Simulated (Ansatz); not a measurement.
# SiGe2: the cost of one run

Computed with Ansatz 0.2.0 (DFT PBEsol, scalar-relativistic, plane waves, PAW, unless a step's input says otherwise).

1 further run of the same task is left out (set aside as unsound or not needed).

### Step 1. The starting structure

Symmetry: Fddd, No. 70, orthorhombic system. The conventional cell has a = 4.992 Å, b = 8.526 Å, c = 8.733 Å, α = 90.00°, β = 90.00°, γ = 90.00°. Ti (site symmetry 222) has 10 Ge at 2.61 to 2.88 Å as nearest neighbours. Around Ge (site symmetry 2) lie 5 Ti at 2.61 to 2.88 Å and 5 Ge at 2.62 to 2.87 Å.

Structure file:

```cif
data_structure
_symmetry_space_group_name_H-M 'P 1'
_symmetry_Int_Tables_number 1
_cell_length_a 6.1022
_cell_length_b 4.9400
_cell_length_c 5.0294
_cell_angle_alpha 75.476
_cell_angle_beta 51.598
_cell_angle_gamma 52.926
_cell_volume 92.92
loop_
_atom_site_label
_atom_site_type_symbol
_atom_site_fract_x
_atom_site_fract_y
_atom_site_fract_z
_atom_site_occupancy
Ti1 Ti 0.00000 0.00000 0.00000 1
Ti2 Ti 0.25000 0.25000 0.25000 1
Ge1 Ge 0.66833 0.66833 0.33167 1
Ge2 Ge 0.33167 0.33167 0.66833 1
Ge3 Ge 0.58167 0.58167 0.91833 1
Ge4 Ge 0.91833 0.91833 0.58167 1
```

This cell was relaxed beforehand with the same method: volume 15.49 Å³/atom, gap on the mesh none (metal).

### Step 2. Ti → Si: the starting cell

The start of SiGe2: fractional positions of relaxed TiGe2, cell scaled by 0.917, a guess from tabulated radii.

### Step 3. A first look at the start (SiGe2)

File input.yaml:

```yaml
crystal:
  lattice:
    - [0.0, 4.0020534182, 3.9073687009]
    - [2.2879775356, 0.0, 3.9073687009]
    - [2.2879775356, 4.0020534182, 0.0]
  atoms:
    - { symbol: Si, position: [0.0, 0.0, 0.0] }
    - { symbol: Si, position: [0.25, 0.25, 0.25] }
    - { symbol: Ge, position: [0.66832677, 0.66832677, 0.33167323] }
    - { symbol: Ge, position: [0.33167323, 0.33167323, 0.66832677] }
    - { symbol: Ge, position: [0.58167323, 0.58167323, 0.91832677] }
    - { symbol: Ge, position: [0.91832677, 0.91832677, 0.58167323] }
basis:
  ecutwfc: 420
kpoints:
  mp_grid: { grid: [6, 6, 6] }
hamiltonian:
  xc: pbesol
scf:
  occupations: { method: gaussian, width: 0.1 }
output:
  forces: true
  stress: true
  eigenvalues: true
```

Started as:

```
> ansatz run input.yaml --threads 1 --pin off --max-ram 2560MiB --backend cpu --events-out ev --progress --plain --runs-dir out
```

Q: Estimate wall time and peak memory on 1 thread of Oxide Virtual Turin-like (Zen 5), shared host.

About 5.6 s, with a peak of 0.43 GiB.
